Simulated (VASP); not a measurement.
# EuS (Fm-3m) in VASP: notebook

Aim: see how the results for EuS move with the level of theory and the settings. Levels: PBE+U, r2SCAN+rVV10+U. Tasks: single point.

All numbers are computed with VASP 6.6.1; they aren't measurements. Logs are shortened: lines on timing, memory, paths and dates and some standing lists are left out, and cuts for length are marked.

### 1 Starting point

The structure is cubic, space group Fm-3m (No. 225). The conventional cell has a = 5.957 Å, b = 5.957 Å, c = 5.957 Å, α = 90.00°, β = 90.00°, γ = 90.00°. Eu (site symmetry m-3m) has 6 S at 2.98 Å as nearest neighbours. Around S (site symmetry m-3m) lie 6 Eu at 2.98 Å.

The cell was built by a generator and isn't the measured one.

### 2 Single point, PBE+U, collinear spin, typed start

File INCAR:

```
PREC     = Accurate       # precision mode
ENCUT    = 520            # plane-wave cutoff, eV
EDIFF    = 1E-6           # SCF threshold, eV
ISMEAR   = 0              # smearing method
SIGMA    = 0.05           # smearing width, eV
LREAL    = F              # projectors in reciprocal space
LASPH    = T              # aspherical terms in the spheres
NELM     = 150            # most SCF steps
ALGO     = Normal         # electronic algorithm
ISIF     = 2              # what is computed and relaxed
LWAVE    = F              # write WAVECAR
LCHARG   = F              # write CHGCAR
ISPIN    = 2              # spin polarisation
MAGMOM   = 7 0            # initial moments
LORBIT   = 11             # projections on sites
LMAXMIX  = 6              # l up to which the mixer works
LDAU     = T              # DFT+U
LDAUTYPE = 2            
LDAUL    = 3 -1           # shell
LDAUU    = 6 0            # U, eV
LDAUJ    = 0 0          
LDAUPRINT= 1            
GGA      = PE             # functional
NBANDS   = 22             # bands
```

File KPOINTS:

```
Automatic mesh
0
Gamma
  8 8 8
```

File POSCAR:

```
EuS
1.0
    0.0000000000      2.9785018670      2.9785018670
    2.9785018670      0.0000000000      2.9785018670
    2.9785018670      2.9785018670      0.0000000000
Eu S
1 1
Direct
    0.5000000000      0.5000000000      0.5000000000
    0.0000000000      0.0000000000      0.0000000000
```

Potentials or basis: VASP PAW PBE potentials, release 64 (Eu, S).

Command:

```bash
> cat potpaw_PBE.64/Eu/POTCAR potpaw_PBE.64/S/POTCAR > POTCAR
> mpirun -np 1 vasp_std > vasp.out
```

OUTCAR:

```text
PREC = Accurate
   ENCUT = 520
   EDIFF = 1E-6
   ISMEAR = 0
   LREAL = F
   LASPH = T
   NELM = 150
   ISIF = 2
   ISPIN = 2
   LORBIT = 11
   GGA = PE

 ion  position               nearest neighbor table
   1  0.500  0.500  0.500-   2 2.98   2 2.98   2 2.98   2 2.98   2 2.98   2 2.98
   2  0.000  0.000  0.000-   1 2.98   1 2.98   1 2.98   1 2.98   1 2.98   1 2.98

  LATTYP: Found a face centered cubic cell.
 ALAT       =     5.9570037340

  Lattice vectors:

 A1 = (   0.0000000000,   2.9785018670,   2.9785018670)
 A2 = (   2.9785018670,   0.0000000000,   2.9785018670)
 A3 = (   2.9785018670,   2.9785018670,   0.0000000000)

Analysis of symmetry for initial positions (statically):
=====================================================================
 Subroutine PRICEL returns:
 Original cell was already a primitive cell.

 Routine SETGRP: Setting up the symmetry group for a
 face centered cubic supercell.

 Subroutine GETGRP returns: Found 48 space group operations
 (whereof 48 operations were pure point group operations)
 out of a pool of 48 trial point group operations.

The static configuration has the point symmetry O_h .

Analysis of symmetry for dynamics (positions and initial velocities):
=====================================================================
 Subroutine PRICEL returns:
 Original cell was already a primitive cell.

 Routine SETGRP: Setting up the symmetry group for a
 face centered cubic supercell.

 Subroutine GETGRP returns: Found 48 space group operations
 (whereof 48 operations were pure point group operations)
 out of a pool of 48 trial point group operations.

The dynamic configuration has the point symmetry O_h .

Analysis of structural, dynamic, and magnetic symmetry:
=====================================================================
 Subroutine PRICEL returns:
 Original cell was already a primitive cell.

 Routine SETGRP: Setting up the symmetry group for a
 face centered cubic supercell.

 Subroutine GETGRP returns: Found 48 space group operations
 (whereof 48 operations were pure point group operations)
 out of a pool of 48 trial point group operations.

The overall configuration has the point symmetry O_h .

 Subroutine INISYM returns: Found 48 space group operations
 (whereof 48 operations are pure point group operations),
 and found     1 'primitive' translations

----------------------------------------------------------------------------------------

                                     Primitive cell

  volume of cell :      52.8474

  direct lattice vectors                    reciprocal lattice vectors
     0.000000000  2.978501867  2.978501867    -0.167869628  0.167869628  0.167869628
     2.978501867  0.000000000  2.978501867     0.167869628 -0.167869628  0.167869628
     2.978501867  2.978501867  0.000000000     0.167869628  0.167869628 -0.167869628

  length of vectors
     4.212237736  4.212237736  4.212237736     0.290758725  0.290758725  0.290758725

  position of ions in fractional coordinates (direct lattice)
     0.500000000  0.500000000  0.500000000
     0.000000000  0.000000000  0.000000000

  ion indices of the primitive-cell ions
   primitive index   ion index
                 1           1
                 2           2

----------------------------------------------------------------------------------------

 KPOINTS: Automatic mesh
[... 78 lines left out ...]
   PSTRESS=    0.0 pullay stress
   NELECT =      23.0000    total number of electrons
   NUPDOWN=      -1.0000    fix difference up-down
   EMIN   =  10.00;   EMAX   =-10.00  energy-range for DOS
   EFERMI =   0.00;   METHOD = LEGACY
   ISMEAR =     0;   SIGMA  =   0.05  broadening in eV -4-tet -1-fermi 0-gaus
   EFERMI_NEDOS =   21; number of points for ismear=-14 and -15
   IALGO  =     38    algorithm
   IMIX   =      4    mixing-type and parameters
     AMIX     =   0.40;   BMIX     =  1.00
     AMIX_MAG =   1.60;   BMIX_MAG =  1.00
  volume/ion in A,a.u.               =      26.42       178.32
  Fermi-wavevector in a.u.,A,eV,Ry     =   1.240632  2.344454 20.941641  1.539167
  Thomas-Fermi vector in A             =   2.375064
   LORBIT       =     11    0 simple, 1 ext, 2 COOP (PROOUT), +10 PAW based schemes
 LDA+U is selected, type is set to LDAUTYPE =  2
   angular momentum for each species LDAUL =     3   -1
   U (eV)           for each species LDAUU =   6.0  0.0
   J (eV)           for each species LDAUJ =   0.0  0.0
   GGA     = PE    functional components
   LHFCALC =     F    Hartree Fock is set to
   AEXX    =    0.0000 exact exchange contribution
   IVDW    =     0    specifies the selected vdW correction
   LEPSILON=     F    determine dielectric tensor
   LRPA    =     F    only Hartree local field effects (RPA)
 spin polarized calculation
 Gauss-broadening in eV      SIGMA  =   0.05
  energy-cutoff  :      520.00
  volume of cell :       52.85
 maximum number of plane-waves:      1436
   NGX = 15   NGY = 15   NGZ = 15

atom =   1  type =  1  l = 3

 onsite density matrix

spin component  1

  0.9748 -0.0000 -0.0010  0.0000 -0.0000 -0.0000 -0.0000
 -0.0000  0.9755  0.0000  0.0000 -0.0000  0.0000 -0.0000
 -0.0010  0.0000  0.9753 -0.0000 -0.0000  0.0000  0.0000
  0.0000  0.0000 -0.0000  0.9740 -0.0000  0.0000 -0.0000
 -0.0000 -0.0000 -0.0000 -0.0000  0.9753  0.0000  0.0010
 -0.0000  0.0000  0.0000  0.0000  0.0000  0.9760 -0.0000
 -0.0000 -0.0000  0.0000 -0.0000  0.0010 -0.0000  0.9748

spin component  2

  0.0018  0.0000  0.0009 -0.0000  0.0000  0.0000  0.0000
  0.0000  0.0000 -0.0000 -0.0000  0.0000 -0.0000  0.0000
  0.0009 -0.0000  0.0014  0.0000 -0.0000 -0.0000 -0.0000
 -0.0000 -0.0000  0.0000  0.0025  0.0000 -0.0000  0.0000
  0.0000  0.0000 -0.0000  0.0000  0.0014  0.0000 -0.0009
  0.0000 -0.0000 -0.0000 -0.0000  0.0000  0.0007  0.0000
  0.0000  0.0000 -0.0000  0.0000 -0.0009  0.0000  0.0018

 occupancies and eigenvectors

  o =  0.0000  v =  0.0000  0.0000  0.0000  0.0000  0.0000  0.0000  0.0000  0.0000 -1.0000 -0.0000  0.0000  0.0000 -0.0000  0.0000      0.0000  0.0000  0.0000  0.0000  0.0000  0.0000  0.0000  0.0000  0.0000  0.0000  0.0000  0.0000  0.0000  0.0000
  o =  0.0007  v =  0.0000  0.0000  0.0000  0.0000  0.0000  0.0000  0.0000 -0.0003 -0.0000  0.0004  0.0000 -0.0002  1.0000 -0.0001      0.0000  0.0000  0.0000  0.0000  0.0000  0.0000  0.0000  0.0000  0.0000  0.0000  0.0000  0.0000  0.0000  0.0000
  o =  0.0007  v =  0.0000  0.0000  0.0000  0.0000  0.0000  0.0000  0.0000  0.6124  0.0000 -0.7906  0.0000 -0.0045  0.0005 -0.0035      0.0000  0.0000  0.0000  0.0000  0.0000  0.0000  0.0000  0.0000  0.0000  0.0000  0.0000  0.0000  0.0000  0.0000
  o =  0.0007  v =  0.0000  0.0000  0.0000  0.0000  0.0000  0.0000  0.0000 -0.0035 -0.0000  0.0045  0.0000 -0.7906 -0.0002 -0.6124      0.0000  0.0000  0.0000  0.0000  0.0000  0.0000  0.0000  0.0000  0.0000  0.0000  0.0000  0.0000  0.0000  0.0000
  o =  0.0025  v =  0.0000  0.0000  0.0000  0.0000  0.0000  0.0000  0.0000  0.0009 -0.0000  0.0007 -0.0004 -0.6124 -0.0000  0.7906      0.0000  0.0000  0.0000  0.0000  0.0000  0.0000  0.0000  0.0000  0.0000  0.0000  0.0000  0.0000  0.0000  0.0000
  o =  0.0025  v =  0.0000  0.0000  0.0000  0.0000  0.0000  0.0000  0.0000  0.7906 -0.0000  0.6124 -0.0008  0.0007 -0.0000 -0.0009      0.0000  0.0000  0.0000  0.0000  0.0000  0.0000  0.0000  0.0000  0.0000  0.0000  0.0000  0.0000  0.0000  0.0000
  o =  0.0025  v =  0.0000  0.0000  0.0000  0.0000  0.0000  0.0000  0.0000  0.0006  0.0000  0.0005  1.0000 -0.0003 -0.0000  0.0003      0.0000  0.0000  0.0000  0.0000  0.0000  0.0000  0.0000  0.0000  0.0000  0.0000  0.0000  0.0000  0.0000  0.0000
  o =  0.9740  v =  0.0000  0.0000 -0.0000 -0.9972 -0.0455  0.0000  0.0588  0.0000  0.0000  0.0000  0.0000  0.0000  0.0000  0.0000      0.0000  0.0000  0.0000  0.0000  0.0000  0.0000  0.0000  0.0000  0.0000  0.0000  0.0000  0.0000  0.0000  0.0000
  o =  0.9740  v = -0.7906 -0.0000 -0.6124  0.0000 -0.0000 -0.0000 -0.0000  0.0000  0.0000  0.0000  0.0000  0.0000  0.0000  0.0000      0.0000  0.0000  0.0000  0.0000  0.0000  0.0000  0.0000  0.0000  0.0000  0.0000  0.0000  0.0000  0.0000  0.0000
  o =  0.9740  v =  0.0000  0.0000 -0.0000  0.0743 -0.6107 -0.0000  0.7884  0.0000  0.0000  0.0000  0.0000  0.0000  0.0000  0.0000      0.0000  0.0000  0.0000  0.0000  0.0000  0.0000  0.0000  0.0000  0.0000  0.0000  0.0000  0.0000  0.0000  0.0000
  o =  0.9755  v =  0.0000 -1.0000  0.0000 -0.0000  0.0000  0.0000  0.0000  0.0000  0.0000  0.0000  0.0000  0.0000  0.0000  0.0000      0.0000  0.0000  0.0000  0.0000  0.0000  0.0000  0.0000  0.0000  0.0000  0.0000  0.0000  0.0000  0.0000  0.0000
  o =  0.9760  v =  0.6124 -0.0000 -0.7906  0.0000 -0.0000 -0.0000 -0.0000  0.0000  0.0000  0.0000  0.0000  0.0000  0.0000  0.0000      0.0000  0.0000  0.0000  0.0000  0.0000  0.0000  0.0000  0.0000  0.0000  0.0000  0.0000  0.0000  0.0000  0.0000
  o =  0.9760  v =  0.0000  0.0000 -0.0000  0.0000  0.5079 -0.7663  0.3934  0.0000  0.0000  0.0000  0.0000  0.0000  0.0000  0.0000      0.0000  0.0000  0.0000  0.0000  0.0000  0.0000  0.0000  0.0000  0.0000  0.0000  0.0000  0.0000  0.0000  0.0000
  o =  0.9760  v =  0.0000 -0.0000  0.0000 -0.0000 -0.6058 -0.6425 -0.4693  0.0000  0.0000  0.0000  0.0000  0.0000  0.0000  0.0000      0.0000  0.0000  0.0000  0.0000  0.0000  0.0000  0.0000  0.0000  0.0000  0.0000  0.0000  0.0000  0.0000  0.0000

 number of electron      23.0000004 magnetization       7.0000006

 Free energy of the ion-electron system (eV)
  ---------------------------------------------------
  ext. energy  EPLUGINS =         0.00000000
  ---------------------------------------------------
  free energy    TOTEN  =       -19.14053124 eV

  energy without entropy =      -19.14053124  energy(sigma->0) =      -19.14053124

 E-fermi :   3.4386     XC(G=0):  -9.5548

 val. band max:        3.2326608487   @ k =   0.0000   0.0000   0.0000
 cond. band min:       3.6519366232   @ k =   0.5000   0.5000   0.0000
 fundamental gap:      0.4192757745
 Fermi energy:         3.4385713648

 spin component 1

 k-point     1 :       0.0000    0.0000    0.0000
  band No.  band energies     occupation
      1     -36.3957      1.00000
      2     -15.2787      1.00000
      3     -15.2787      1.00000
      4     -15.2787      1.00000
      5      -9.1609      1.00000
      6       1.2572      1.00000
[... 1193 lines left out ...]
     21      13.3240      0.00000
     22      13.4826      0.00000

 [... further k-points ...]

------------------------ aborting loop because EDIFF is reached ----------------------------------------

  FORCE on cell =-STRESS in cart. coord.  units (eV):
  Direction    XX          YY          ZZ          XY          YZ          ZX
  --------------------------------------------------------------------------------------
  -------------------------------------------------------------------------------------
  Total        0.3235611      0.3235611      0.3235611     -0.0000000      0.0000000      0.0000000
  in kB        9.8094191      9.8094191      9.8094191     -0.0000000      0.0000000      0.0000000
  external PRESSURE =       9.8094191 kB  Pullay stress =       0.0000000 kB

 VOLUME and BASIS-vectors are now :
 -----------------------------------------------------------------------------
  energy-cutoff  :      520.00
  volume of cell :       52.85
      direct lattice vectors                 reciprocal lattice vectors
     0.000000000  2.978501867  2.978501867    -0.167869628  0.167869628  0.167869628
     2.978501867  0.000000000  2.978501867     0.167869628 -0.167869628  0.167869628
     2.978501867  2.978501867  0.000000000     0.167869628  0.167869628 -0.167869628

 POSITION                                       TOTAL-FORCE (eV/Angst)
 -----------------------------------------------------------------------------------
      2.97850      2.97850      2.97850         0.000000     -0.000000      0.000000
      0.00000      0.00000      0.00000        -0.000000      0.000000     -0.000000
 -----------------------------------------------------------------------------------
    total drift:                               -0.000000     -0.000000      0.000000

  FREE ENERGIE OF THE ION-ELECTRON SYSTEM (eV)
  ---------------------------------------------------
  free  energy   TOTEN  =       -19.1405312410 eV

  energy  without entropy=      -19.1405312409  energy(sigma->0) =      -19.14053124

 total charge

# of ion       s       p       d       f       tot
--------------------------------------------------
    1        2.029   5.790   0.245   6.827  14.891
    2        1.317   2.452   0.000   0.000   3.768
--------------------------------------------------
tot          3.346   8.241   0.245   6.827  18.659

 magnetization (x)

# of ion       s       p       d       f       tot
--------------------------------------------------
    1       -0.016  -0.118   0.045   6.809   6.721
    2       -0.006  -0.056   0.000   0.000  -0.062
--------------------------------------------------
tot         -0.022  -0.174   0.045   6.809   6.658
```

Run time: 60 s. Hardware: 1 thread of Intel Xeon Platinum 8488C (Sapphire Rapids), shared host; peak memory 0.23 GiB.

What came out:

```
Free energy                                           : -19.1405 eV
Pressure                                              : 1.0 GPa
Band gap on the k mesh                                : 0.42 eV, indirect (least direct gap 0.69 eV)
Net moment                                            : 7.00 μB per cell
Site moments                                          : Eu +6.72; S -0.06 μB
Valence electrons inside the program's atomic spheres : Eu 14.89; S 3.77
```

Eigenvalues of the final occupation matrices:
| site | spin | trace | eigenvalues |
| --- | --- | --- | --- |
| site 1 f | 1 | 6.83 | 0.97 0.97 0.97 0.98 0.98 0.98 0.98 |
| site 1 f | 2 | 0.01 | 0.00 0.00 0.00 0.00 0.00 0.00 0.00 |

Caveat: spin-orbit coupling is left out, which moves the levels of the heavy elements; a cell with one magnetic atom can't hold antiferromagnetic order, which such compounds often take. A k mesh can miss the band edges.

(Part 1 of 2 ends here.)
